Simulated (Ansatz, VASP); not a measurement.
## One calculation of Os, 3 ways

The starting cell:

```
Os
1.0
     2.73410    0.00000    0.00000
    -1.36705    2.36780    0.00000
     0.00000    0.00000    4.31970
Os
2
Direct
  0.66667 0.33333 0.75000
  0.33333 0.66667 0.25000
```

Alike in all runs: task relaxation of cell and atoms; functional revPBE; k mesh 11 × 11 × 6; occupations fermi-dirac, width 0.05 eV; no spin polarisation; no spin-orbit coupling.

| program and potentials | plane-wave cutoff (eV) | notes | equilibrium volume (Å³/atom) |
| --- | --- | --- | --- |
| Ansatz, Ansatz PAW | 420 | potentials made for PBE, which Ansatz adapts in part; 16 valence electrons an atom on average | 14.39 |
| VASP, PBE PAW files Os, 600 eV | 600 | potentials made for PBE; 8 valence electrons an atom on average | 14.38 |
| Ansatz, all-electron LAPW, scalar-relativistic | - | - | 14.39 |

The equilibrium volume spans 14.38 (VASP, PBE PAW files Os, 600 eV) to 14.39 Å³/atom (Ansatz, Ansatz PAW), with all-electron results at 14.39. Some sets were made for another functional than the one run, which can shift their rows. Relaxations stop with a little pressure left, so the last digit of a volume isn't settled.

Differences between rows come from potentials, basis sets and numerical settings, since the functional is the same but for its coding. Runs on potential files found faulty are left out.
